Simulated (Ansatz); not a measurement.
Yb, DFT, PBE, all-electron LAPW, scalar-relativistic (Ansatz 0.2.0), run on 1 thread of Arm Neoverse V1 on a shared host.

The structure comes from a relaxation in the same program, started in the sc type. Whether it is a known phase or the ground state wasn't checked. The listed cell was then made from it by scaling, straining or moving an atom.

Command: `ansatz run input.yaml --threads 1 --pin off --max-ram 2048MiB --backend cpu --events-out ev --progress --plain --runs-dir out`

```yaml
crystal:
  lattice:
    - [3.4539966166, 0.0, 0.0]
    - [0.0, 3.4539966166, 0.0]
    - [0.0, 0.0, 3.4539966166]
  atoms:
    - { symbol: Yb, position: [0.0, 0.0, 0.0] }
kpoints:
  mp_grid: { grid: [10, 10, 10] }
scf:
  occupations: { method: fermi_dirac, width: 0.05 }
hamiltonian:
  xc: pbe
  pseudopotentials: { kind: all_electron, lapw: { basis_error: 0.00025 } }
output:
  forces: true
  stress: true
  eigenvalues: true
```

Question: How large is the problem that the program sets up?

Answer: 56 irreducible k-points, 365 plane waves at Γ, 21 bands.

Question: Estimate the wall time and the peak memory.

Answer: 16 s of wall time for 16 SCF iterations, with a peak of 0.3 GiB. Times on shared machines scatter by tens of per cent.

Question: And the same cell and mesh by PAW with the default files, asked for forces, stress, eigenvalues, efg, on the same hardware?

Answer: 3.7 s, peak memory 0.36 GiB.

Question: And the same cell and mesh by all-electron PAW (datasets made for this crystal), asked for forces, stress, eigenvalues, efg, on the same hardware?

Answer: 7.2 s, peak memory 0.36 GiB.
